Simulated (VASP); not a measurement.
Wanted: the native input for a VASP 6.6.1 run.

| Property | Result |
| --- | --- |
| Task | relaxation of cell and atoms |
| Functional | LDA |
| Potentials or basis | VASP PAW LDA potentials, release 64 (Ba_sv, Ti_sv, O) |
| Cutoff | 600 eV |
| k mesh | 8 × 8 × 8 |
| Occupations | gaussian, width 0.03 eV |
| Spin | no spin polarisation |
| Further INCAR settings | ALGO = Normal; EDIFF = 1e-06; IBRION = 2; EDIFFG = -0.01; NSW = 90; ISIF = 3 |

The structure of BaTiO3 lies in POSCAR:

```
BaTiO3
1.0
    3.9998000000      0.0000000000      0.0000000000
    0.0000000000      3.9998000000      0.0000000000
    0.0000000000      0.0000000000      4.0180000000
Ba Ti O
1 1 3
Direct
    0.0000000000      0.0000000000      0.0000000000
    0.5000000000      0.5000000000      0.4900000000
    0.5000000000      0.5000000000      0.0190000000
    0.5000000000      0.0000000000      0.5170000000
    0.0000000000      0.5000000000      0.5170000000
```

These files were run (other wordings do the same):

INCAR

```
SYSTEM = BaTiO3
  ALGO = Normal
  EDIFF = 1E-6
  EDIFFG = -0.01
  ENCUT = 600
  IBRION = 2
  ISIF = 3
  ISMEAR = 0
  KPAR = 2
  LASPH = .TRUE.
  LCHARG = .FALSE.
  LREAL = .FALSE.
  LWAVE = .FALSE.
  NELM = 80
  NSW = 90
  PREC = Accurate
  SIGMA = 0.03
```

KPOINTS

```
k-points
0
G
  8 8 8
  0 0 0
```

Potentials or basis: VASP PAW LDA potentials, release 64 (Ba_sv, Ti_sv, O).

Command:

```sh
$ cat potpaw_LDA.64/Ba_sv/POTCAR potpaw_LDA.64/Ti_sv/POTCAR potpaw_LDA.64/O/POTCAR > POTCAR
$ mpirun -np 2 vasp_std > vasp.out
```

Results of the run:

```json
{
  "Relaxed volume": "12.39 Å³/atom",
  "Relaxed cell": "a = 3.942 Å, b = 3.942 Å, c = 3.989 Å, α = 90.00°, β = 90.00°, γ = 90.00°",
  "Space group after relaxing (to 0.05 Å)": "P4mm (No. 99)",
  "Energy gained by relaxing": "11.0 meV/atom",
  "Ionic steps": "10",
  "Pressure after relaxing": "0.0 GPa",
  "Largest force after relaxing": "0.006 eV/Å",
  "Band gap on the k mesh": "1.75 eV, indirect (least direct gap 2.04 eV)"
}
```

Caveat: spin-orbit coupling is left out, which moves the levels of the heavy elements.

Wall time 2.2 min on 2 MPI ranks on Intel(R) Xeon(R) Platinum 8488C (Sapphire Rapids), with other jobs on the host, peak memory 0.27 GiB a rank.
